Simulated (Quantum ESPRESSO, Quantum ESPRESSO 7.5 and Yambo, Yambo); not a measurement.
# GaN (honeycomb monolayer): G0W0 with Yambo, start to end

How does a plane-wave GW calculation on GaN (honeycomb monolayer) run from the first input to the gap?

Main program and level: Quantum ESPRESSO 7.5 and Yambo 5.3.0; PBE and many-body steps on it, plane waves.

Most raw output is cut from this account.

**1. The starting structure**

The cell holds 2 atoms: 1 Ga and 1 N. Cell: a = 3.213 Å, b = 3.213 Å, c = 14.000 Å, α = 90.0°, β = 90.0°, γ = 120.0°. Vacuum lies along c.

The structure was relaxed with PBE. The runs that relaxed it are not among those shown.

**2. Ground state**

This step: Quantum ESPRESSO 7.5; DFT, PBE, plane waves, norm-conserving pseudopotentials.

The ground-state density comes first.

pw.in

```
&control
  calculation = 'scf'
  prefix = 'x'
  outdir = 'o'
  pseudo_dir = 'pseudo'
/
&system
  ibrav = 0
  nat = 2
  ntyp = 2
  ecutwfc = 72.0
  nbnd = 14
  force_symmorphic = .true.
/
&electrons
  conv_thr = 1e-10
  electron_maxstep = 80
  mixing_beta = 0.5
/
ATOMIC_SPECIES
  Ga 69.723 Ga.upf
  N 14.007 N.upf
CELL_PARAMETERS angstrom
  3.2128946138 0.0000000001 0.0000000000
  -1.6064473069 2.7824483552 0.0000000000
  0.0000000000 0.0000000000 14.0000000000
ATOMIC_POSITIONS crystal
  Ga 0.3333333333 0.6666666667 0.5000398363
  N 0.6666666667 0.3333333333 0.4999601637
K_POINTS automatic
  12 12 1 0 0 0
```

Command:

```bash
$ OMP_NUM_THREADS=1 mpirun -n 8 pw.x -nk 8 -in pw.in > pw.out
```

It took 6.7 s on 8 MPI ranks of Arm Neoverse V2, shared host; peak memory 0.69 GiB.

This step gave:

* total energy: -2363.4101 eV
* gap: 2.174 eV
* k of the valence top: 0.3333, 0.3333, 0
* k of the conduction bottom: 0, 0, 0
* least direct gap: 2.507 eV

The gap is indirect, with the least direct gap 0.33 eV higher.

**3. Bands along the symmetry lines**

The cheap functional maps the bands first; the places of the edges decide which points the dearer methods must see.

pw.in

```
&control
  calculation = 'bands'
  prefix = 'x'
  outdir = 'o'
  pseudo_dir = 'pseudo'
/
&system
  ibrav = 0
  nat = 2
  ntyp = 2
  ecutwfc = 72.0
  nbnd = 15
  force_symmorphic = .true.
/
&electrons
  conv_thr = 1e-9
  electron_maxstep = 80
  diago_full_acc = .true.
  diago_thr_init = 5e-6
/
ATOMIC_SPECIES
  Ga 69.723 Ga.upf
  N 14.007 N.upf
CELL_PARAMETERS angstrom
  3.2128946138 0.0000000001 0.0000000000
  -1.6064473069 2.7824483552 0.0000000000
  0.0000000000 0.0000000000 14.0000000000
ATOMIC_POSITIONS crystal
  Ga 0.3333333333 0.6666666667 0.5000398363
  N 0.6666666667 0.3333333333 0.4999601637
K_POINTS crystal
  25
  0.00000000 0.00000000 0.00000000 1
  0.06250000 0.00000000 0.00000000 1
  0.12500000 0.00000000 0.00000000 1
  0.18750000 0.00000000 0.00000000 1
  0.25000000 0.00000000 0.00000000 1
  0.31250000 0.00000000 0.00000000 1
  0.37500000 0.00000000 0.00000000 1
  0.43750000 0.00000000 0.00000000 1
  0.50000000 0.00000000 0.00000000 1
  0.47916667 0.04166667 0.00000000 1
  0.45833333 0.08333333 0.00000000 1
  0.43750000 0.12500000 0.00000000 1
  0.41666666 0.16666666 0.00000000 1
  0.39583333 0.20833333 0.00000000 1
  0.37500000 0.25000000 0.00000000 1
  0.35416666 0.29166666 0.00000000 1
  0.33333333 0.33333333 0.00000000 1
  0.29166666 0.29166666 0.00000000 1
  0.25000000 0.25000000 0.00000000 1
  0.20833333 0.20833333 0.00000000 1
  0.16666666 0.16666666 0.00000000 1
  0.12500000 0.12500000 0.00000000 1
  0.08333333 0.08333333 0.00000000 1
  0.04166667 0.04166667 0.00000000 1
  0.00000000 0.00000000 0.00000000 1
```

Elapsed: 3.2 s, on 8 MPI ranks; peak memory 0.54 GiB; 25 s of CPU time.

This step gave:

```
gap                        : 2.174 eV
k of the valence top       : 0.3333, 0.3333, 0
k of the conduction bottom : 0, 0, 0
least direct gap           : 2.507 eV
```

The gap is 2.174 eV, as in the run before at this level.

Electronic bands along the path, in eV, zero at the top of the highest filled band:

| point | band 6 | band 7 | band 8 | band 9 | band 10 | band 11 | band 12 | band 13 |
| --- | --- | --- | --- | --- | --- | --- | --- | --- |
| Γ | -12.49 | -2.56 | -0.33 | -0.33 | 2.17 | 4.86 | 5.05 | 6.48 |
| halfway | -12.15 | -3.53 | -1.65 | -1.29 | 4.17 | 5.37 | 6.35 | 7.49 |
| M | -11.37 | -6.08 | -2.09 | -0.34 | 4.78 | 5.24 | 8.25 | 9.27 |
| halfway | -11.21 | -5.87 | -3.16 | -0.19 | 4.94 | 6.42 | 8.51 | 9.25 |
| K | -11.02 | -5.56 | -4.25 | 0.00 | 5.09 | 7.39 | 8.89 | 9.33 |
| halfway | -12.01 | -3.91 | -1.94 | -1.38 | 4.75 | 5.41 | 6.84 | 7.69 |
| Γ | -12.49 | -2.56 | -0.33 | -0.33 | 2.17 | 4.86 | 5.05 | 6.48 |

**4. Empty states on the mesh, 9×9×1 mesh, 67 bands**

The sums over transitions need many empty states on a uniform mesh; this step solves for them.

pw.in

```
&control
  calculation = 'nscf'
  prefix = 'x'
  outdir = 'o'
  pseudo_dir = 'pseudo'
/
&system
  ibrav = 0
  nat = 2
  ntyp = 2
  ecutwfc = 72.0
  nbnd = 67
  force_symmorphic = .true.
/
&electrons
  conv_thr = 1e-9
  electron_maxstep = 80
  diago_full_acc = .true.
  diago_thr_init = 5e-6
/
ATOMIC_SPECIES
  Ga 69.723 Ga.upf
  N 14.007 N.upf
CELL_PARAMETERS angstrom
  3.2128946138 0.0000000001 0.0000000000
  -1.6064473069 2.7824483552 0.0000000000
  0.0000000000 0.0000000000 14.0000000000
ATOMIC_POSITIONS crystal
  Ga 0.3333333333 0.6666666667 0.5000398363
  N 0.6666666667 0.3333333333 0.4999601637
K_POINTS automatic
  9 9 1 0 0 0
```

Command:

```bash
$ OMP_NUM_THREADS=1 mpirun -n 8 pw.x -nk 4 -in pw.in > pw.out
```

The job ended after 6.3 s (8 MPI ranks; peak memory 0.6 GiB).

This step gave:

* gap: 2.174 eV
* k of the valence top: 0.3333, 0.3333, 0
* k of the conduction bottom: 0, 0, 0
* least direct gap: 2.507 eV
* k points computed: 12
* lowest point of the top converged band, above the valence top: 33.58 eV

On this mesh the gap is 2.174 eV.

**5. Conversion and set-up**

This step: Yambo 5.3.0; conversion and set-up on PBE, plane waves, norm-conserving pseudopotentials.

The states are converted to the many-body program's format and the q mesh is built.

Command:

```bash
$ (cd o/x.save; p2y > p2y.log; mv SAVE ../..); yambo > setup.log
```

Run time: 2.4 s. Hardware: 1 MPI rank; peak memory 0.25 GiB.

**6. Screening and self-energy, 9×9×1 mesh, 67 bands, screening to 129.3 eV**

Now the one-shot GW correction: screening in the RPA, then the self-energy of the levels asked for.

This step: G0W0 on PBE, plane waves, norm-conserving pseudopotentials.

gw1.in

```
HF_and_locXC
gw0
dyson
ppa
em1d
rim_cut
rim_w
RandQpts= 3000000
RandGvec= 100 RL
CUTGeo= "slab z"
RandGvecW= 9 RL
EXXRLvcs= 72 Ry
VXCRLvcs= 288 Ry
Chimod= "HARTREE"
% BndsRnXp
 1 | 67 |
%
NGsBlkXp= 9.5 Ry
% LongDrXp
 1 | 1 | 0 |
%
% GbndRnge
 1 | 67 |
%
DysSolver= "n"
ExtendOut
PPAPntXp= 27.21138 eV
% QPkrange
 1 | 12 | 7 | 10 |
%
```

Command:

```bash
$ OMP_NUM_THREADS=1 mpirun -n 8 yambo -F gw1.in -J gw1 -C gw1 > gw1.log
```

It took 5.7 min on 8 MPI ranks; peak memory 4.3 GiB.

This step gave:

| Quantity | Value |
| --- | --- |
| G0W0 gap on the mesh | 3.892 eV |
| starting gap on the mesh | 2.174 eV |
| k of the valence top | 0.3333, 0.3333, 0 |
| k of the conduction bottom | 0, 0, 0 |
| least direct G0W0 gap on the computed points | 3.918 eV |
| Z at the valence top | 0.7734 |
| Z at the conduction bottom | 0.8312 |

The gap on the mesh goes from 2.17 eV to 3.89 eV, a correction of +1.72 eV.

Limits: finite bands, cutoff and mesh; exchange with frozen shells missing; no spin-orbit coupling. v1 is the top filled band, c1 the lowest empty one. Levels before and after the correction, in eV, zero at the valence-band top of each column:

|  | conduction bottom | valence top |
| --- | --- | --- |
| Kohn-Sham | 2.17 | 0.00 |
| G0W0 | 3.89 | 0.00 |

|  | level | energy (eV) |
| --- | --- | --- |
| Kohn-Sham | Γ v3 | -2.560 |
| Kohn-Sham | Γ v2-v1 | -0.333 |
| Kohn-Sham | Γ c1 | 2.174 |
| Kohn-Sham | (0.333 0.333 0) v3 | -5.559 |
| Kohn-Sham | (0.333 0.333 0) v2 | -4.251 |
| Kohn-Sham | (0.333 0.333 0) v1 | 0.000 |
| Kohn-Sham | (0.333 0.333 0) c1 | 5.086 |
| G0W0 | Γ v3 | -3.455 |
| G0W0 | Γ v2-v1 | -0.026 |
| G0W0 | Γ c1 | 3.892 |
| G0W0 | (0.333 0.333 0) v3 | -6.316 |
| G0W0 | (0.333 0.333 0) v2 | -5.024 |
| G0W0 | (0.333 0.333 0) v1 | 0.000 |
| G0W0 | (0.333 0.333 0) c1 | 6.397 |

**7. Where the time went**

Times are wall times on the hardware named with each run, good to a factor of about two.

| step | time | share | memory (GiB) |
| --- | --- | --- | --- |
| ground state | 6.7 s | 2 % | 0.69 |
| bands along the symmetry lines | 3.2 s | 1 % | 0.54 |
| empty states on the mesh | 6.3 s | 2 % | 0.6 |
| conversion and set-up | 2.4 s | 1 % | 0.25 |
| screening and self-energy | 5.7 min | 95 % | 4.3 |

**8. What came out**

| Property | Result |
| --- | --- |
| PBE gap | 2.17 eV, indirect |
| G0W0 gap on the mesh | 3.89 eV |
| GW settings | 9×9×1 mesh, 67 bands, screening to 129.3 eV, Godby-Needs plasmon pole |
| known limits | not at the basis limit; exchange with frozen shells missing; no spin-orbit coupling |

In words: G0W0 moves the gap on the mesh from 2.17 eV to 3.89 eV (+1.72 eV), with Z of 0.77 and 0.83 at the edges. The dearest step here is «screening and self-energy». Bands and cutoff are finite, so the gap is not at the basis limit. The miss can reach some tenths of an eV and take either sign; the mesh is an error of its own. The norm-conserving file of at least one element keeps a d shell over frozen s and p shells of the same row. Exchange with those shells is missing from the self-energy, an error of 0.3 to 0.9 eV in cases checked, whose sign depends on which edge lies on those atoms. The many-body steps are scalar-relativistic: spin-orbit coupling is not in them.

[Paths, hosts, dates, memory and timing lines, banners, echoed tables and standing remarks are left out of the program output.]

[Logs are printed without paths, hosts, clocks, repeated set-up lines and the standing remarks that a program may print on its own settings, such as how far it seeks lower states.]

[Runs of the session that timed out or met a known fault of the program may be left out.]

[Hosts, paths, dates, database ids (printed as entryN), source tags and the programs' standing remarks are cut or masked in the printed files.]
